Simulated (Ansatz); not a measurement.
Consider the following.

```yaml
crystal:
  lattice:
    - [4.37481, 0.00000, 0.00000]
    - [0.00000, 4.37481, 0.00000]
    - [0.00000, 0.00000, 2.88488]
  atoms:
    - { symbol: Ge, position: [0.00000, 0.00000, 0.00000] }
    - { symbol: Ge, position: [0.50000, 0.50000, 0.50000] }
    - { symbol: O, position: [0.30546, 0.30546, 0.00000] }
    - { symbol: O, position: [0.80546, 0.19454, 0.50000] }
    - { symbol: O, position: [0.19454, 0.80546, 0.50000] }
    - { symbol: O, position: [0.69454, 0.69454, 0.00000] }
```

No spin polarisation.

Method: DFT with r2SCAN, PAW potentials and a 500 eV plane-wave cutoff in Ansatz (a first-principles code), no spin-orbit coupling. Settings: 8×8×11 k-points, 0.05 eV Fermi–Dirac smearing.

### Question
Predict the gap character, electron mass, hole mass and in-plane stress.

### Answer
Gap character: direct at Γ
Electron mass: 0.23 mₑ out of plane, 0.29 mₑ in plane (at Γ)
Hole mass: 1.6 mₑ out of plane, 1.1 mₑ in plane (at Γ)
Mean in-plane stress (compression positive): +3.4 GPa

The cells carry an imposed strain or load. Effective masses come from finite differences of ±0.01 Å⁻¹. Whether these cells are dynamically stable was not tested. The cell was made from GeO₂ in the rutile structure (space group P4_2/mnm, No. 136) by this change: biaxial strain −0.81 %, plane normal [001], relaxed out of plane.
